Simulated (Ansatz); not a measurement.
HfO2 under strain — quadrupolar parameters

The cell is an entry of the Crystallography Open Database (COD), relaxed with PBE at fixed cell and then changed (z compressed by 4 %).

```
Hf O
1.0
     5.11800    0.00000    0.00000
     0.00000    5.18570    0.00000
    -0.85866    0.00000    5.00531
Hf O
4 8
Cartesian
  1.2374 0.2172 1.0418
  3.4512 2.8100 1.4609
  3.0219 4.9685 3.9636
  0.8081 2.3757 3.5444
  1.8731 3.9327 2.4039
  2.8156 1.3399 0.0987
  2.3863 1.2530 2.6014
  1.4437 3.8458 4.9066
  0.0807 1.7593 1.6965
  4.6079 4.3521 0.8061
  4.1786 3.4264 3.3088
  -0.3486 0.8336 4.1992
```

Sites (sets of like atoms) are named by element and the number of their first atom in this list.

Level of theory: DFT, PBE, plane waves and PAW (field gradients read without the response of the frozen cores, which leaves them typically 4 to 6 % off), scalar-relativistic, 420 eV cutoff, Γ-centred 4×4×4 k-points, Fermi–Dirac smearing 0.02 eV (Ansatz 0.2.0).

Conventions: |V_zz| ≥ |V_yy| ≥ |V_xx|, η = (V_xx − V_yy)/V_zz, C_Q = eQV_zz/h.

¹⁷⁷Hf: I = 7/2, Q = 3365 mb; 17O: I = 5/2, Q = -25.58 mb. Nuclear quadrupole moments: year-2017 set (Pyykkö).

(1) What field gradients does the calculation give at each kind of site?

Results:

(1) 

```csv
site,atoms (order as listed),first shell,V_zz (10²¹ V/m²),η,C_Q (MHz)
Hf,"1, 2, 3, 4",7 O at 2.04–2.20 Å,16.38,0.53,1333
O5,"5, 6, 7, 8",4 Hf at 2.10–2.20 Å,-1.79,0.51,1.11
O9,"9, 10, 11, 12",3 Hf at 2.04–2.08 Å,1.28,0.48,-0.794
```

Without spin–orbit coupling the gradients at and beside Hf can be off by some per cent, at some sites by more. At this changed cell the PBE pressure is 16 GPa. The atoms aren't relaxed in the changed cell (largest force 0.5 eV/Å).

Hardware: 1 thread of Intel Xeon 6975P-C (Granite Rapids) (x86_64; 16 cores open to the job, memory cap 3.0 GiB, no GPU), a shared host with a load of 0.1 a core. Wall time 14 s, CPU time 14 s, peak memory 0.61 GiB.
